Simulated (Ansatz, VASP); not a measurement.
# Ta: VASP beside Ansatz

The input INCAR:

```
SYSTEM = Ta
PREC = Accurate
ENCUT = 520
EDIFF = 1E-6
ISMEAR = -1
SIGMA = 0.1
LREAL = .FALSE.
LASPH = .TRUE.
NELM = 60
ALGO = Normal
ISIF = 2
LWAVE = .FALSE.
LCHARG = .TRUE.
GGA = RP
LELF = .TRUE.
LVHAR = .TRUE.
NBANDS = 12
```

File KPOINTS:

```
regular mesh
0
G
  22 22 22
  0 0 0
```

Contents of POSCAR:

```
Ta
1.0
   -1.6477663244      1.6477663244      1.6477663244
    1.6477663244     -1.6477663244      1.6477663244
    1.6477663244      1.6477663244     -1.6477663244
Ta
1
Direct
    0.0000000000      0.0000000000      0.0000000000
```

Input for Ansatz:

```yaml
crystal:
  lattice:
    - [-1.6477663244, 1.6477663244, 1.6477663244]
    - [1.6477663244, -1.6477663244, 1.6477663244]
    - [1.6477663244, 1.6477663244, -1.6477663244]
  atoms:
    - { symbol: Ta, position: [0.0, 0.0, 0.0] }
hamiltonian:
  xc: rpbe
  pseudopotentials:
    kind: paw
    azcp:
      Ta: "pseudopotentials/Ta.paw.azcp"
basis:
  ecutwfc: 420
  fft_grid_basis: typed
kpoints:
  mp_grid: { grid: [22, 22, 22], shift: [0, 0, 0] }
magnetization:
  spin_polarized: false
scf:
  occupations: { method: fermi_dirac, width: 0.1 }
output:
  stress: true
```

Alike in both runs: task single point; functional RPBE; k mesh 22 × 22 × 22; occupations fermi-dirac, width 0.1 eV; no spin polarisation.

|  | VASP | Ansatz |
| --- | --- | --- |
| version | VASP 6.6.1 | Ansatz 0.2.0 |
| potentials or method | VASP PAW PBE potentials, release 64 (Ta_pv) | plane waves (420 eV) with PAW, scalar-relativistic |
| plane-wave cutoff (eV) | 520 | 420 |
| valence electrons in the cell | 11 | 13 |

```tsv
	VASP	Ansatz	Ansatz less VASP
pressure (GPa)	8.2	8.1	-0.09
```

The two sets of potentials don't hold the same shells in valence.

Caveats: the PAW data sets were made with another functional, which shifts forces and pressure a little (VASP). The runs have no spin-orbit coupling, so splittings on Ta are missing.
